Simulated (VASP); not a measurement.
# ZrB2 (P6/mmm) in VASP: notebook, part 2 of 2

VASP 6.6.1. The steps go on from the part before.

## (3) Relaxation of cell and atoms, PBE

Contents of INCAR:

```
PREC = Accurate
ENCUT = 520
EDIFF = 1E-7
ISMEAR = 0
SIGMA = 0.1
LREAL = False
LASPH = True
NELM = 60
ALGO = Normal
ISIF = 3
LWAVE = False
LCHARG = False
GGA = PE
IBRION = 2
NSW = 80
EDIFFG = -0.002
```

Contents of KPOINTS:

```
regular mesh
0
Gamma
  3 3 2
```

Contents of POSCAR:

```
ZrB2                                    
1.0
    3.1851650669      0.0000000000      0.0000000000
   -1.5925825335      2.7584338632     -0.0000000000
   -0.0000000000      0.0000000000      3.5012842055
  Zr              B             
     1     2
Direct
     0.0000000000000000    0.0000000000000000    0.0000000000000000
     0.3333333300000021    0.6666666699999979    0.5000000000000000
     0.6666666699999979    0.3333333300000021    0.5000000000000000
```

Potentials or basis: VASP PAW PBE potentials, release 64 (Zr_sv, B).

Launch:

```bash
cat potpaw_PBE.64/Zr_sv/POTCAR potpaw_PBE.64/B/POTCAR > POTCAR
mpirun -np 1 vasp_std > vasp.out
```

OUTCAR:

```text
PREC = Accurate
   ENCUT = 520
   EDIFF = 1E-7
   ISMEAR = 0
   LREAL = False
   LASPH = True
   NELM = 60
   ISIF = 3
   GGA = PE
   IBRION = 2
   NSW = 80
   EDIFFG = -0.002

 ion  position               nearest neighbor table
   1  0.000  0.000  0.000-   2 2.54   3 2.54   2 2.54   3 2.54   3 2.54   3 2.54   2 2.54   2 2.54
                             3 2.54   3 2.54   2 2.54   2 2.54
   2  0.333  0.667  0.500-   3 1.84   3 1.84   3 1.84   1 2.54   1 2.54   1 2.54   1 2.54   1 2.54
                             1 2.54
   3  0.667  0.333  0.500-   2 1.84   2 1.84   2 1.84   1 2.54   1 2.54   1 2.54   1 2.54   1 2.54
                             1 2.54

  LATTYP: Found a hexagonal cell.
 ALAT       =     3.1851650669
 C/A-ratio  =     1.0992473332

  Lattice vectors:

 A1 = (   3.1851650669,   0.0000000000,   0.0000000000)
 A2 = (  -1.5925825335,   2.7584338632,   0.0000000000)
 A3 = (   0.0000000000,   0.0000000000,   3.5012842055)

Analysis of symmetry for initial positions (statically):
=====================================================================
 Subroutine PRICEL returns:
 Original cell was already a primitive cell.

 Routine SETGRP: Setting up the symmetry group for a
 hexagonal supercell.

 Subroutine GETGRP returns: Found 24 space group operations
 (whereof 24 operations were pure point group operations)
 out of a pool of 24 trial point group operations.

The static configuration has the point symmetry D_6h.

Analysis of symmetry for dynamics (positions and initial velocities):
=====================================================================
 Subroutine PRICEL returns:
 Original cell was already a primitive cell.

 Routine SETGRP: Setting up the symmetry group for a
 hexagonal supercell.

 Subroutine GETGRP returns: Found 24 space group operations
 (whereof 24 operations were pure point group operations)
 out of a pool of 24 trial point group operations.

The dynamic configuration has the point symmetry D_6h.

 Subroutine INISYM returns: Found 24 space group operations
 (whereof 24 operations are pure point group operations),
 and found     1 'primitive' translations

----------------------------------------------------------------------------------------

                                     Primitive cell

  volume of cell :      30.7625

  direct lattice vectors                    reciprocal lattice vectors
     3.185165067  0.000000000  0.000000000     0.313955471  0.181262276  0.000000000
    -1.592582533  2.758433863  0.000000000     0.000000000  0.362524552  0.000000000
     0.000000000  0.000000000  3.501284206     0.000000000  0.000000000  0.285609491

  length of vectors
     3.185165067  3.185165067  3.501284206     0.362524552  0.362524552  0.285609491

  position of ions in fractional coordinates (direct lattice)
     0.000000000  0.000000000  0.000000000
     0.333333330  0.666666670  0.500000000
     0.666666670  0.333333330  0.500000000

  ion indices of the primitive-cell ions
   primitive index   ion index
                 1           1
                 2           2
                 3           3

----------------------------------------------------------------------------------------

 KPOINTS: regular mesh

Automatic generation of k-mesh.
[... 33 lines left out ...]
   dimension x,y,z NGXF=    48 NGYF=   48 NGZF=   56
   ions per type =               1   2
   NGX,Y,Z   is equivalent  to a cutoff of  12.53, 12.53, 13.29 a.u.
   NGXF,Y,Z  is equivalent  to a cutoff of  25.05, 25.05, 26.59 a.u.
 SYSTEM =  unknown system
   PREC   = accura    normal or accurate (medium, high low for compatibility)
   ISTART =      0    job   : 0-new  1-cont  2-samecut
   ICHARG =      2    charge: 1-file 2-atom 10-const
   ISPIN  =      1    spin polarized calculation?
   LNONCOLLINEAR =      F non collinear calculations
   LSORBIT =      F    spin-orbit coupling
   LASPH  =      T    aspherical Exc in radial PAW
   ENCUT  =  520.0 eV  38.22 Ry    6.18 a.u.   5.92  5.92  6.51*2*pi/ulx,y,z
   NELM   =     60;   NELMIN=  2; NELMDL= -5     # of ELM steps
   EDIFF  = 0.1E-06   stopping-criterion for ELM
   LREAL  =      F    real-space projection
   EDIFFG = -.2E-02   stopping-criterion for IOM
   NSW    =     80    number of steps for IOM
   IBRION =      2    ionic relax: 0-MD 1-quasi-New 2-CG
   NFREE  =      1    steps in history (QN), initial steepest desc. (CG)
   ISIF   =      3    stress and relaxation
   ISYM   =      2    0-nonsym 1-usesym 2-fastsym
   POTIM  = 0.5000    time-step for ionic-motion
   TEBEG  =    0.0;   TEEND  =   0.0 temperature during run
   PSTRESS=    0.0 pullay stress
   NELECT =      18.0000    total number of electrons
   NUPDOWN=      -1.0000    fix difference up-down
   EMIN   =  10.00;   EMAX   =-10.00  energy-range for DOS
   EFERMI =   0.00;   METHOD = LEGACY
   ISMEAR =     0;   SIGMA  =   0.10  broadening in eV -4-tet -1-fermi 0-gaus
   EFERMI_NEDOS =   21; number of points for ismear=-14 and -15
   IALGO  =     38    algorithm
   IMIX   =      4    mixing-type and parameters
     AMIX     =   0.40;   BMIX     =  1.00
     AMIX_MAG =   1.60;   BMIX_MAG =  1.00
  volume/ion in A,a.u.               =      10.25        69.20
  Fermi-wavevector in a.u.,A,eV,Ry     =   1.369278  2.587561 25.509874  1.874923
  Thomas-Fermi vector in A             =   2.495168
   LORBIT       =      0    0 simple, 1 ext, 2 COOP (PROOUT), +10 PAW based schemes
   GGA     = PE    functional components
   LHFCALC =     F    Hartree Fock is set to
   AEXX    =    0.0000 exact exchange contribution
   IVDW    =     0    specifies the selected vdW correction
   LEPSILON=     F    determine dielectric tensor
   LRPA    =     F    only Hartree local field effects (RPA)
 conjugate gradient relaxation of ions
 non-spin polarized calculation
 Gauss-broadening in eV      SIGMA  =   0.10
  energy-cutoff  :      520.00
  volume of cell :       30.76
 maximum number of plane-waves:       840
 NGX is ok and might be reduce to    24
   NGX = 11   NGY = 11   NGZ = 13

 number of electron      18.0000000 magnetization

 Free energy of the ion-electron system (eV)
  ---------------------------------------------------
  ext. energy  EPLUGINS =         0.00000000
  ---------------------------------------------------
  free energy    TOTEN  =       -25.03046751 eV

  energy without entropy =      -25.02419873  energy(sigma->0) =      -25.02733312

 E-fermi :  10.7524     XC(G=0): -12.4370

 val. band max:       10.7523792947   @ k =   0.0000   0.0000   0.5000
 cond. band min:      10.7523797191   @ k =   0.0000   0.0000   0.5000
 fundamental gap:      0.0000004244
 Fermi energy:        10.7523795043

 k-point     1 :       0.0000    0.0000    0.0000
  band No.  band energies     occupation
      1     -38.2425      2.00000
      2     -16.3435      2.00000
      3     -15.9220      2.00000
      4     -15.9220      2.00000
      5      -2.0721      2.00000
      6       7.8575      2.00000
      7       7.8575      2.00000
      8       7.8976      2.00000
      9       8.3445      2.00000
     10      13.8397      0.00000
     11      13.8397      0.00000
     12      14.7742      0.00000
     13      15.2149      0.00000
[... 66 lines left out ...]
  band No.  band energies     occupation
      1     -38.0989      2.00000
      2     -16.4966      2.00000
      3     -16.4966      2.00000
      4     -16.4572      2.00000
      5       1.8801      2.00000
      6       1.8801      2.00000
      7       5.8154      2.00000
      8       7.7598      2.00000
      9       7.7598      2.00000
     10      14.6520      0.00000
     11      16.5686      0.00000
     12      16.5686      0.00000
     13      17.0471      0.00000

------------------------ aborting loop because EDIFF is reached ----------------------------------------

  FORCE on cell =-STRESS in cart. coord.  units (eV):
  Direction    XX          YY          ZZ          XY          YZ          ZX
  --------------------------------------------------------------------------------------
  -------------------------------------------------------------------------------------
  Total        0.0007089      0.0007089      0.0030839     -0.0000000     -0.0000000     -0.0000000
  in kB        0.0369201      0.0369201      0.1606142     -0.0000000     -0.0000000     -0.0000000
  external PRESSURE =       0.0781514 kB  Pullay stress =       0.0000000 kB

 VOLUME and BASIS-vectors are now :
 -----------------------------------------------------------------------------
  energy-cutoff  :      520.00
  volume of cell :       30.76
      direct lattice vectors                 reciprocal lattice vectors
     3.185165067  0.000000000  0.000000000     0.313955471  0.181262276  0.000000000
    -1.592582533  2.758433863  0.000000000     0.000000000  0.362524552  0.000000000
     0.000000000  0.000000000  3.501284206     0.000000000  0.000000000  0.285609491

 POSITION                                       TOTAL-FORCE (eV/Angst)
 -----------------------------------------------------------------------------------
      0.00000      0.00000      0.00000         0.000000      0.000000     -0.000000
     -0.00000      1.83896      1.75064        -0.000000     -0.000000     -0.000000
      1.59258      0.91948      1.75064         0.000000      0.000000      0.000000
 -----------------------------------------------------------------------------------
    total drift:                               -0.000000     -0.000000     -0.000000

  FREE ENERGIE OF THE ION-ELECTRON SYSTEM (eV)
  ---------------------------------------------------
  free  energy   TOTEN  =       -25.0304675072 eV

  energy  without entropy=      -25.0241987327  energy(sigma->0) =      -25.02733312

 reached required accuracy - stopping structural energy minimisation
```

OSZICAR:

```text
N       E                     dE             d eps       ncg     rms          rms(c)
DAV:   1     0.115887091875E+03    0.11589E+03   -0.96778E+03   156   0.136E+03
DAV:   2    -0.216228448019E+02   -0.13751E+03   -0.13249E+03   191   0.335E+02
DAV:   3    -0.278233414517E+02   -0.62005E+01   -0.61706E+01   251   0.625E+01
DAV:   4    -0.279131905984E+02   -0.89849E-01   -0.89815E-01   217   0.708E+00
DAV:   5    -0.279150845378E+02   -0.18939E-02   -0.18939E-02   240   0.759E-01    0.221E+01
DAV:   6    -0.251077938622E+02    0.28073E+01   -0.81249E+00   176   0.199E+01    0.864E+00
DAV:   7    -0.250323781404E+02    0.75416E-01   -0.10515E+00   223   0.667E+00    0.270E+00
DAV:   8    -0.250331375719E+02   -0.75943E-03   -0.96059E-02   184   0.298E+00    0.877E-01
DAV:   9    -0.250304492056E+02    0.26884E-02   -0.14315E-02   189   0.102E+00    0.986E-02
DAV:  10    -0.250304566791E+02   -0.74734E-05   -0.49879E-04   199   0.182E-01    0.320E-02
DAV:  11    -0.250304670082E+02   -0.10329E-04   -0.22968E-05   197   0.521E-02    0.986E-03
DAV:  12    -0.250304674323E+02   -0.42407E-06   -0.79691E-07   204   0.101E-02    0.516E-03
DAV:  13    -0.250304675072E+02   -0.74891E-07   -0.38789E-07   168   0.539E-03
   1 F= -.25030468E+02 E0= -.25027333E+02  d E =-.250305E+02
```

CONTCAR:

```text
ZrB2
   1.00000000000000
     3.1851650668999998    0.0000000000000000    0.0000000000000000
    -1.5925825334999999    2.7584338632000001    0.0000000000000000
     0.0000000000000000    0.0000000000000000    3.5012842055000002
  Zr              B
     1     2
Direct
     0.0000000000000000    0.0000000000000000    0.0000000000000000
     0.3333333300000021    0.6666666699999979    0.5000000000000000
     0.6666666699999979    0.3333333300000021    0.5000000000000000

  0.00000000E+00  0.00000000E+00  0.00000000E+00
  0.00000000E+00  0.00000000E+00  0.00000000E+00
  0.00000000E+00  0.00000000E+00  0.00000000E+00
```

Run time: 4.2 s. Hardware: 1 thread of AMD EPYC 7R13 (Zen 3), shared host; peak memory 0.11 GiB.

What came out:

| Item | Value |
| --- | --- |
| Free energy | -25.0305 eV |
| Pressure after relaxing | 0.0 GPa |
| Band gap on the k mesh | none (metal or under the smearing width) |

Final structure:
```
Zr B
1.0
     3.18517    0.00000    0.00000
    -1.59258    2.75843    0.00000
     0.00000    0.00000    3.50128
Zr B
1 2
Direct
  0.00000 0.00000 0.00000
  0.33333 0.66667 0.50000
  0.66667 0.33333 0.50000
```

Caveat: the k mesh is coarse (spacing up to 0.90 Å⁻¹), so the values aren't converged; the relaxation stopped at its first step, so nothing moved.
